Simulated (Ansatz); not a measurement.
ZnCu2SnS4 in Ansatz: the effect of target pressure

The system is ZnCu2SnS4.

```
Sn Zn Cu S
1.0
    -2.71710    2.71710    5.42480
     2.71710   -2.71710    5.42480
     2.71710    2.71710   -5.42480
Sn Zn Cu S
1 1 2 4
Direct
  0.50000 0.50000 0.00000
  0.25000 0.75000 0.50000
  0.75000 0.25000 0.50000
  0.00000 0.00000 0.00000
  0.62799 0.62839 0.51280
  0.88481 0.37201 0.00040
  0.11559 0.11519 0.48720
  0.37161 0.88441 0.99960
```

Alike in all runs:

```yaml
Program: Ansatz 0.2.0
Task: relaxation of cell and atoms
Functional: PBEsol
Potentials_or_basis: Ansatz PAW
Cutoff: "420 eV (not typed: the program's choice for these potentials)"
k_mesh: 7 × 7 × 7
Occupations: fermi-dirac, width 0.05 eV
Spin: no spin polarisation
```

Each run relaxes the cell or the atoms first.

| target pressure | relaxed volume (Å³/atom) | gap on the mesh (eV) |
| --- | --- | --- |
| 0 GPa | 19.41 | 0.11 |
| 2 GPa | 18.96 | 0.17 |
| 5 GPa | ? | ? |
| 10 GPa | 17.59 | 0.39 |
| 20 GPa | 16.42 | 0.60 |
| 30 GPa | 15.56 | 0.77 |

Q: What does the run with target pressure 5 GPa give?

A: Relaxed volume 18.37 Å³/atom; gap on the mesh 0.26 eV.

Worked out: In Murnaghan's law V^(-B') rises as a straight line in P. The other rows fit best with B' = 4.2, V0 = 19.41 Å³/atom and B0 = 82 GPa, which gives 18.39 Å³/atom at 5 GPa, against the run's 18.37. A parabola through the other rows of the gap on the mesh, of slope 0.0274 eV per GPa there, gives 0.26 eV, against the run's 0.26.

Caveats: odd divisions of the mesh miss points on the zone boundary, where band edges often lie, so the gap on the mesh can be too wide; the plane-wave basis is chosen anew once the cell has moved, so the energies of steps on either side of that aren't comparable; spin-orbit coupling is left out, which moves the levels of the heavy elements; the PAW data sets come from PBE, with cores solved anew for the run's functional, which leaves a small shift of forces and pressure; the volume moved by over 15 % at a fixed basis, so the end points are rough (some runs).

A k mesh can miss the band edges.
